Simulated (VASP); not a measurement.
# GePt (Pnma) in VASP: a series of runs

The runs below take GePt through equation of state, with PBE.

Program: VASP 6.6.1. These are calculated values, not measurements. Logs are shortened: lines on timing, memory, paths and dates and some standing lists are left out, and cuts for length are marked.

### Step 1. Starting point

Symmetry: Pnma, No. 62, orthorhombic system. Conventional cell: a = 5.819 Å, b = 3.753 Å, c = 6.184 Å, α = 90.00°, β = 90.00°, γ = 90.00°. Around Ge (site symmetry m) lie 6 Pt at 2.51 to 2.70 Å. Pt (site symmetry m) has 6 Ge at 2.51 to 2.70 Å as nearest neighbours.

The cell was built by a generator and needn't be a form met in nature.

### Step 2. Equation of state, PBE, 16.88 Å³/atom

Input file INCAR:

```
ALGO = Normal
EDIFF = 1E-6
EDIFFG = -0.02
ENCUT = 520
GGA = PE
IBRION = 2
ISIF = 4
ISMEAR = 0
KPAR = 4
LASPH = True
LCHARG = False
LREAL = False
LWAVE = False
NELM = 100
NSW = 30
PREC = Accurate
SIGMA = 0.1
```

Input file KPOINTS:

```
k-points
0
Gamma
  6 8 6
```

Input file POSCAR:

```
GePt
1.0
    5.8185200000      0.0000000000      0.0000000000
    0.0000000000      3.7530500000      0.0000000000
    0.0000000000      0.0000000000      6.1841100000
Ge Pt
4 4
Direct
    0.6865260000      0.2500000000      0.5881940000
    0.8134740000      0.7500000000      0.0881940000
    0.3134740000      0.7500000000      0.4118060000
    0.1865260000      0.2500000000      0.9118060000
    0.9977050000      0.2500000000      0.3074150000
    0.5022950000      0.7500000000      0.8074150000
    0.0022950000      0.7500000000      0.6925850000
    0.4977050000      0.2500000000      0.1925850000
```

Potentials or basis: VASP PAW PBE potentials, release 64 (Ge_d, Pt).

Started as:

```console
$ cat potpaw_PBE.64/Ge_d/POTCAR potpaw_PBE.64/Pt/POTCAR > POTCAR
$ mpirun -np 4 vasp_std > vasp.out
```

OUTCAR:

```text
EDIFF = 1E-6
   EDIFFG = -0.02
   ENCUT = 520
   GGA = PE
   IBRION = 2
   ISIF = 4
   ISMEAR = 0
   LASPH = True
   LREAL = False
   NELM = 100
   NSW = 30
   PREC = Accurate

 ion  position               nearest neighbor table
   1  0.687  0.250  0.588-   5 2.51   6 2.55   6 2.55   8 2.68   7 2.70   7 2.70
   2  0.813  0.750  0.088-   6 2.51   5 2.55   5 2.55   7 2.68   8 2.70   8 2.70
   3  0.313  0.750  0.412-   7 2.51   8 2.55   8 2.55   6 2.68   5 2.70   5 2.70
   4  0.187  0.250  0.912-   8 2.51   7 2.55   7 2.55   5 2.68   6 2.70   6 2.70
   5  0.998  0.250  0.307-   1 2.51   2 2.55   2 2.55   4 2.68   3 2.70   3 2.70   8 2.99   8 2.99
                             7 3.03   7 3.03
   6  0.502  0.750  0.807-   2 2.51   1 2.55   1 2.55   3 2.68   4 2.70   4 2.70   7 2.99   7 2.99
                             8 3.03   8 3.03
   7  0.002  0.750  0.693-   3 2.51   4 2.55   4 2.55   2 2.68   1 2.70   1 2.70   6 2.99   6 2.99
                             5 3.03   5 3.03
   8  0.498  0.250  0.193-   4 2.51   3 2.55   3 2.55   1 2.68   2 2.70   2 2.70   5 2.99   5 2.99
                             6 3.03   6 3.03

  LATTYP: Found a simple orthorhombic cell.
 ALAT       =     3.7530500000
 B/A-ratio  =     1.5503443866
 C/A-ratio  =     1.6477558253

  Lattice vectors:

 A1 = (   0.0000000000,  -3.7530500000,   0.0000000000)
 A2 = (   5.8185200000,   0.0000000000,   0.0000000000)
 A3 = (   0.0000000000,   0.0000000000,   6.1841100000)

Analysis of symmetry for initial positions (statically):
=====================================================================
 Subroutine PRICEL returns:
 Original cell was already a primitive cell.

 Routine SETGRP: Setting up the symmetry group for a
 simple orthorhombic supercell.

 Subroutine GETGRP returns: Found  8 space group operations
 (whereof  2 operations were pure point group operations)
 out of a pool of  8 trial point group operations.

The static configuration has the point symmetry S_2 .
 The point group associated with its full space group is D_2h.

Analysis of symmetry for dynamics (positions and initial velocities):
=====================================================================
 Subroutine PRICEL returns:
 Original cell was already a primitive cell.

 Routine SETGRP: Setting up the symmetry group for a
 simple orthorhombic supercell.

 Subroutine GETGRP returns: Found  8 space group operations
 (whereof  2 operations were pure point group operations)
 out of a pool of  8 trial point group operations.

The dynamic configuration has the point symmetry S_2 .
 The point group associated with its full space group is D_2h.

 Subroutine INISYM returns: Found  8 space group operations
 (whereof  2 operations are pure point group operations),
 and found     1 'primitive' translations

----------------------------------------------------------------------------------------

                                     Primitive cell

  volume of cell :     135.0436

  direct lattice vectors                    reciprocal lattice vectors
     5.818520000  0.000000000  0.000000000     0.171865010  0.000000000  0.000000000
     0.000000000  3.753050000  0.000000000     0.000000000  0.266449954  0.000000000
     0.000000000  0.000000000  6.184110000     0.000000000  0.000000000  0.161704756

  length of vectors
     5.818520000  3.753050000  6.184110000     0.171865010  0.266449954  0.161704756

  position of ions in fractional coordinates (direct lattice)
     0.686526000  0.250000000  0.588194000
     0.813474000  0.750000000  0.088194000
     0.313474000  0.750000000  0.411806000
     0.186526000  0.250000000  0.911806000
     0.997705000  0.250000000  0.307415000
     0.502295000  0.750000000  0.807415000
     0.002295000  0.750000000  0.692585000
     0.497705000  0.250000000  0.192585000

  ion indices of the primitive-cell ions
   primitive index   ion index
                 1           1
                 2           2
                 3           3
                 4           4
                 5           5
                 6           6
                 7           7
                 8           8

----------------------------------------------------------------------------------------

 KPOINTS: k-points

Automatic generation of k-mesh.
 Grid dimensions read from file:
 generate k-points for:    6    8    6

 Generating k-lattice:

  Cartesian coordinates                     Fractional coordinates (reciprocal lattice)
     0.028644168  0.000000000  0.000000000     0.166666667  0.000000000  0.000000000
     0.000000000  0.033306244  0.000000000     0.000000000  0.125000000  0.000000000
     0.000000000  0.000000000  0.026950793     0.000000000  0.000000000  0.166666667

  Length of vectors
     0.028644168  0.033306244  0.026950793

  Shift w.r.t. Gamma in fractional coordinates (k-lattice)
     0.000000000  0.000000000  0.000000000

 Subroutine IBZKPT returns following result:
 ===========================================

 Found     80 irreducible k-points:

 Following reciprocal coordinates:
            Coordinates               Weight
  0.000000  0.000000  0.000000      1.000000
  0.166667  0.000000  0.000000      2.000000
  0.333333  0.000000  0.000000      2.000000
  0.500000  0.000000  0.000000      1.000000
  0.000000  0.125000  0.000000      2.000000
  0.166667  0.125000  0.000000      4.000000
[... 16 lines left out ...]
  0.333333  0.000000  0.166667      4.000000
  0.500000  0.000000  0.166667      2.000000
 [... further k-points ...]
   k-points           NKPTS =     80   k-points in BZ     NKDIM =     80   number of bands    NBANDS=     57
   number of dos      NEDOS =    301   number of ions     NIONS =      8
   total plane-waves  NPLWV =  64512
   dimension x,y,z NGX =    48 NGY =   28 NGZ =   48
   dimension x,y,z NGXF=    96 NGYF=   56 NGZF=   96
   ions per type =               4   4
   NGX,Y,Z   is equivalent  to a cutoff of  13.71, 12.40, 12.90 a.u.
   NGXF,Y,Z  is equivalent  to a cutoff of  27.43, 24.81, 25.81 a.u.
 SYSTEM =  unknown system
   PREC   = accura    normal or accurate (medium, high low for compatibility)
   ISTART =      0    job   : 0-new  1-cont  2-samecut
   ICHARG =      2    charge: 1-file 2-atom 10-const
   ISPIN  =      1    spin polarized calculation?
   LNONCOLLINEAR =      F non collinear calculations
   LSORBIT =      F    spin-orbit coupling
   LASPH  =      T    aspherical Exc in radial PAW
   ENCUT  =  520.0 eV  38.22 Ry    6.18 a.u.  10.82  6.98 11.50*2*pi/ulx,y,z
   NELM   =    100;   NELMIN=  2; NELMDL= -5     # of ELM steps
   EDIFF  = 0.1E-05   stopping-criterion for ELM
   LREAL  =      F    real-space projection
   EDIFFG = -.2E-01   stopping-criterion for IOM
   NSW    =     30    number of steps for IOM
   IBRION =      2    ionic relax: 0-MD 1-quasi-New 2-CG
   NFREE  =      1    steps in history (QN), initial steepest desc. (CG)
   ISIF   =      4    stress and relaxation
   ISYM   =      2    0-nonsym 1-usesym 2-fastsym
   POTIM  = 0.5000    time-step for ionic-motion
   TEBEG  =    0.0;   TEEND  =   0.0 temperature during run
   PSTRESS=    0.0 pullay stress
   NELECT =      96.0000    total number of electrons
   NUPDOWN=      -1.0000    fix difference up-down
   EMIN   =  10.00;   EMAX   =-10.00  energy-range for DOS
   EFERMI =   0.00;   METHOD = LEGACY
   ISMEAR =     0;   SIGMA  =   0.10  broadening in eV -4-tet -1-fermi 0-gaus
   EFERMI_NEDOS =   21; number of points for ismear=-14 and -15
   IALGO  =     38    algorithm
   IMIX   =      4    mixing-type and parameters
     AMIX     =   0.40;   BMIX     =  1.00
     AMIX_MAG =   1.60;   BMIX_MAG =  1.00
  volume/ion in A,a.u.               =      16.88       113.91
  Fermi-wavevector in a.u.,A,eV,Ry     =   1.461080  2.761040 29.045086  2.134754
  Thomas-Fermi vector in A             =   2.577453
   LORBIT       =      0    0 simple, 1 ext, 2 COOP (PROOUT), +10 PAW based schemes
   GGA     = PE    functional components
   LHFCALC =     F    Hartree Fock is set to
   AEXX    =    0.0000 exact exchange contribution
   IVDW    =     0    specifies the selected vdW correction
   LEPSILON=     F    determine dielectric tensor
   LRPA    =     F    only Hartree local field effects (RPA)
 conjugate gradient relaxation of ions
 non-spin polarized calculation
 Gauss-broadening in eV      SIGMA  =   0.10
  energy-cutoff  :      520.00
  volume of cell :      135.04
 maximum number of plane-waves:      3676
 NGX is ok and might be reduce to    48
   NGX = 21   NGY = 13   NGZ = 23

 number of electron      95.9999953 magnetization

 Free energy of the ion-electron system (eV)
  ---------------------------------------------------
  ext. energy  EPLUGINS =         0.00000000
  ---------------------------------------------------
  free energy    TOTEN  =       -46.17546381 eV

  energy without entropy =      -46.16151666  energy(sigma->0) =      -46.16849023

 E-fermi :   9.0677     XC(G=0): -12.2122

 val. band max:        9.0593881645   @ k =   0.1667   0.3750   0.3333
 cond. band min:       9.0689069978   @ k =   0.5000   0.0000   0.0000
 fundamental gap:      0.0095188333
 Fermi energy:         9.0676732580

 k-point     1 :       0.0000    0.0000    0.0000
  band No.  band energies     occupation
      1     -16.0259      2.00000
      2     -16.0194      2.00000
      3     -16.0186      2.00000
      4     -16.0160      2.00000
      5     -16.0064      2.00000
      6     -15.9960      2.00000
[... 49 lines left out ...]
     56      14.0802      0.00000
     57      14.1190      0.00000

 k-point     2 :       0.1667    0.0000    0.0000
  band No.  band energies     occupation
      1     -16.0253      2.00000
      2     -16.0190      2.00000
      3     -16.0189      2.00000
      4     -16.0159      2.00000
      5     -16.0060      2.00000
      6     -15.9968      2.00000
[... 49 lines left out ...]
     56      14.0702      0.00000
     57      14.3888      0.00000
[... 1258 lines left out ...]
     56      13.5264      0.00000
     57      13.9128      0.00000

 k-point    24 :       0.5000    0.0000    0.1667
  band No.  band energies     occupation
      1     -16.0218      2.00000
      2     -16.0218      2.00000
      3     -16.0166      2.00000
      4     -16.0166      2.00000
      5     -16.0021      2.00000
      6     -16.0021      2.00000
[... 49 lines left out ...]
     56      13.2782      0.00000
     57      13.4996      0.00000

 [... further k-points ...]

------------------------ aborting loop because EDIFF is reached ----------------------------------------

  FORCE on cell =-STRESS in cart. coord.  units (eV):
  Direction    XX          YY          ZZ          XY          YZ          ZX
  --------------------------------------------------------------------------------------
  -------------------------------------------------------------------------------------
  Total       -0.0426467     -0.0286189     -0.0348704     -0.0000000      0.0000000      0.0000000
  in kB       -0.5059662     -0.3395384     -0.4137074     -0.0000000      0.0000000      0.0000000
  external PRESSURE =      -0.4197374 kB  Pullay stress =       0.0000000 kB

 VOLUME and BASIS-vectors are now :
 -----------------------------------------------------------------------------
  energy-cutoff  :      520.00
  volume of cell :      135.04
      direct lattice vectors                 reciprocal lattice vectors
     5.818520000  0.000000000  0.000000000     0.171865010  0.000000000  0.000000000
     0.000000000  3.753050000  0.000000000     0.000000000  0.266449954  0.000000000
     0.000000000  0.000000000  6.184110000     0.000000000  0.000000000  0.161704756

 POSITION                                       TOTAL-FORCE (eV/Angst)
 -----------------------------------------------------------------------------------
      3.99457      0.93826      3.63746         0.003317      0.000000      0.000379
      4.73321      2.81479      0.54540        -0.003317     -0.000000      0.000379
      1.82395      2.81479      2.54665        -0.003317      0.000000     -0.000379
      1.08531      0.93826      5.63871         0.003317      0.000000     -0.000379
      5.80517      0.93826      1.90109        -0.005042      0.000000      0.000229
      2.92261      2.81479      4.99314         0.005042      0.000000      0.000229
      0.01335      2.81479      4.28302         0.005042      0.000000     -0.000229
      2.89591      0.93826      1.19097        -0.005042      0.000000     -0.000229
 -----------------------------------------------------------------------------------
    total drift:                                0.000000      0.000000      0.000000

  FREE ENERGIE OF THE ION-ELECTRON SYSTEM (eV)
  ---------------------------------------------------
  free  energy   TOTEN  =       -46.1754638079 eV

  energy  without entropy=      -46.1615166583  energy(sigma->0) =      -46.16849023

 reached required accuracy - stopping structural energy minimisation
```

Run time: 65 s. Hardware: 4 MPI ranks of Intel Xeon 6975P-C (Granite Rapids), shared host; peak memory 0.56 GiB.

What came out:

* Free energy: -46.1755 eV
* Pressure: 0.0 GPa
* Largest force: 0.005 eV/Å
* Band gap on the k mesh: none (metal or under the smearing width)

### Step 3. Equation of state, PBE, 16.37 Å³/atom (volume scaled by 0.97)

INCAR is that of step 2.

KPOINTS is that of step 2.

POSCAR: that of step 2 with these lines changed.

```diff
@@ -2,5 +2,5 @@
 1.0
-    5.8185200000      0.0000000000      0.0000000000
-    0.0000000000      3.7530500000      0.0000000000
-    0.0000000000      0.0000000000      6.1841100000
+    5.7597430521      0.0000000000      0.0000000000
+    0.0000000000      3.7151378120      0.0000000000
+    0.0000000000      0.0000000000      6.1216399714
 Ge Pt
```

Potentials or basis: VASP PAW PBE potentials, release 64 (Ge_d, Pt).

Started as:

```console
$ cat potpaw_PBE.64/Ge_d/POTCAR potpaw_PBE.64/Pt/POTCAR > POTCAR
$ mpirun -np 4 vasp_std > vasp.out
```

Run time: 3.7 min. Hardware: 4 MPI ranks of Intel Xeon 6975P-C (Granite Rapids), shared host; peak memory 0.56 GiB.

Results (log left out):

* Free energy: -46.1155 eV
* Pressure: 4.7 GPa
* Largest force: 0.004 eV/Å
* Band gap on the k mesh: none (metal or under the smearing width)

### Step 4. Equation of state, PBE, 17.39 Å³/atom (volume scaled by 1.03)

INCAR is that of step 3.

KPOINTS is that of step 3.

POSCAR: that of step 3 with these lines changed.

```diff
@@ -2,5 +2,5 @@
 1.0
-    5.7597430521      0.0000000000      0.0000000000
-    0.0000000000      3.7151378120      0.0000000000
-    0.0000000000      0.0000000000      6.1216399714
+    5.8761328558      0.0000000000      0.0000000000
+    0.0000000000      3.7902113277      0.0000000000
+    0.0000000000      0.0000000000      6.2453427941
 Ge Pt
```

Started as:

```console
$ cat potpaw_PBE.64/Ge_d/POTCAR potpaw_PBE.64/Pt/POTCAR > POTCAR
$ mpirun -np 4 vasp_std > vasp.out
```

Wall time 3.6 min (4 MPI ranks of Intel Xeon 6975P-C (Granite Rapids), shared host); peak memory 0.58 GiB.

Results (log left out):

* Free energy: -46.1272 eV
* Pressure: -3.9 GPa
* Largest force: 0.019 eV/Å
* Band gap on the k mesh: none (metal or under the smearing width)

### Step 5. Equation of state, PBE, 15.87 Å³/atom (volume scaled by 0.94)

INCAR is that of step 4.

KPOINTS is that of step 4.

POSCAR: that of step 4 with these lines changed.

```diff
@@ -2,5 +2,5 @@
 1.0
-    5.8761328558      0.0000000000      0.0000000000
-    0.0000000000      3.7902113277      0.0000000000
-    0.0000000000      0.0000000000      6.2453427941
+    5.6997413653      0.0000000000      0.0000000000
+    0.0000000000      3.6764356453      0.0000000000
+    0.0000000000      0.0000000000      6.0578682508
 Ge Pt
```

Started as:

```console
$ cat potpaw_PBE.64/Ge_d/POTCAR potpaw_PBE.64/Pt/POTCAR > POTCAR
$ mpirun -np 4 vasp_std > vasp.out
```

Wall time 5.7 min (4 MPI ranks of Intel Xeon 6975P-C (Granite Rapids), shared host); peak memory 0.54 GiB.

It converged, with:

| Property | Result |
| --- | --- |
| Free energy | -45.9238 eV |
| Pressure | 10.4 GPa |
| Largest force | 0.006 eV/Å |
| Band gap on the k mesh | none (metal or under the smearing width) |

### Step 6. Equation of state, PBE, 17.89 Å³/atom (volume scaled by 1.06)

INCAR is that of step 5.

KPOINTS is that of step 5.

POSCAR: that of step 5 with these lines changed.

```diff
@@ -2,5 +2,5 @@
 1.0
-    5.6997413653      0.0000000000      0.0000000000
-    0.0000000000      3.6764356453      0.0000000000
-    0.0000000000      0.0000000000      6.0578682508
+    5.9326375995      0.0000000000      0.0000000000
+    0.0000000000      3.8266579032      0.0000000000
+    0.0000000000      0.0000000000      6.3053978513
 Ge Pt
```

Potentials or basis: VASP PAW PBE potentials, release 64 (Ge_d, Pt).

Started as:

```console
$ cat potpaw_PBE.64/Ge_d/POTCAR potpaw_PBE.64/Pt/POTCAR > POTCAR
$ mpirun -np 4 vasp_std > vasp.out
```

It took 9.6 min on 4 MPI ranks of Intel Xeon 6975P-C (Granite Rapids), shared host; peak memory 0.6 GiB.

It converged, with:

* Free energy: -45.9911 eV
* Pressure: -7.0 GPa
* Largest force: 0.015 eV/Å
* Band gap on the k mesh: none (metal or under the smearing width)

### Step 7. Equation of state, PBE, 15.36 Å³/atom (volume scaled by 0.91)

INCAR is that of step 6.

KPOINTS is that of step 6.

POSCAR: that of step 6 with these lines changed.

```diff
@@ -2,5 +2,5 @@
 1.0
-    5.9326375995      0.0000000000      0.0000000000
-    0.0000000000      3.8266579032      0.0000000000
-    0.0000000000      0.0000000000      6.3053978513
+    5.6384490734      0.0000000000      0.0000000000
+    0.0000000000      3.6369010152      0.0000000000
+    0.0000000000      0.0000000000      5.9927248337
 Ge Pt
```

Started as:

```console
$ cat potpaw_PBE.64/Ge_d/POTCAR potpaw_PBE.64/Pt/POTCAR > POTCAR
$ mpirun -np 4 vasp_std > vasp.out
```

Wall time 6.6 min (4 MPI ranks of Intel Xeon 6975P-C (Granite Rapids), shared host); peak memory 0.53 GiB.

It converged, with:

- Free energy: -45.5722 eV
- Pressure: 17.4 GPa
- Largest force: 0.015 eV/Å
- Band gap on the k mesh: none (metal or under the smearing width)

### Step 8. Equation of state, PBE, 18.40 Å³/atom (volume scaled by 1.09)

INCAR is that of step 7.

KPOINTS is that of step 7.

POSCAR: that of step 7 with these lines changed.

```diff
@@ -2,5 +2,5 @@
 1.0
-    5.6384490734      0.0000000000      0.0000000000
-    0.0000000000      3.6369010152      0.0000000000
-    0.0000000000      0.0000000000      5.9927248337
+    5.9880860246      0.0000000000      0.0000000000
+    0.0000000000      3.8624231342      0.0000000000
+    0.0000000000      0.0000000000      6.3643302189
 Ge Pt
```

Started as:

```console
$ cat potpaw_PBE.64/Ge_d/POTCAR potpaw_PBE.64/Pt/POTCAR > POTCAR
$ mpirun -np 4 vasp_std > vasp.out
```

Run time: 8.3 min. Hardware: 4 MPI ranks of Intel Xeon 6975P-C (Granite Rapids), shared host; peak memory 0.61 GiB.

The run converged. Its results:

```yaml
Free_energy: -45.7838 eV
Pressure: -9.5 GPa
Largest_force: 0.015 eV/Å
Band_gap_on_the_k_mesh: none (metal or under the smearing width)
```
